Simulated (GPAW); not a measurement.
Cd in GPAW: convergence with smearing width (eV)

Crystal: Cd.

```
CELL_PARAMETERS angstrom
0.00000 2.21815 2.21815
2.21815 0.00000 2.21815
2.21815 2.21815 0.00000
ATOMIC_POSITIONS crystal
Cd 0.00000 0.00000 0.00000
```

This isn't the form of Cd at room conditions, which is hcp.

```yaml
Program: GPAW 26.7.0
Task: convergence study
Functional: RPBE
Potentials_or_basis: the program's PAW data sets (release 1.2.1) made for this functional
Cutoff: 600 eV
Basis: pw
k_mesh: 10 × 10 × 10
Occupations: marzari-vanderbilt, width 0.5 eV
Spin: no spin polarisation
```

These are the settings of the first run; the series varies smearing width (eV), with any setting tied to it.

Hardware: 1 thread of Intel(R) Xeon(R) Platinum 8488C (Sapphire Rapids), with other jobs on the host.

Problem. The values tried are 0.5, 0.3, 0.2, 0.15, 0.1, 0.05, 0.025, 0.01, loosest first. From which on does the energy stay within 1 meV/atom of the tightest run that finished?

Solution. From 0.15 on.

| smearing width (eV) | energy less the tightest run, at zero smearing (meV/atom) | pressure (GPa) | SCF cycles | CPU time (s) | peak memory (GiB) |
| --- | --- | --- | --- | --- | --- |
| 0.5 | -7.09 | 4.17 | 8 | 7.7 | 0.14 |
| 0.3 | -4.19 | 4.21 | 8 | 8 | 0.14 |
| 0.2 | -1.55 | 4.30 | 8 | 7.6 | 0.14 |
| 0.15 | -0.52 | 4.36 | 8 | 9.1 | 0.14 |
| 0.1 | 0.02 | 4.42 | 8 | 8.9 | 0.14 |
| 0.05 | 0.00 | 4.47 | 8 | 8.7 | 0.14 |
| 0.025 | -0.03 | 4.50 | 8 | 8.1 | 0.14 |
| 0.01 | 0.00 | 4.50 | 8 | 8.1 | 0.14 |

Against the tightest run, the pressure stays within 0.1 GPa from 0.1 on. Narrower smearing needs a denser k mesh, so at a fixed mesh the narrowest width isn't the most accurate. The tightest run that finished is the yardstick and may itself not be fully converged.

Caveat, for the tightest run too: this smearing can pin the Fermi level at a band edge.
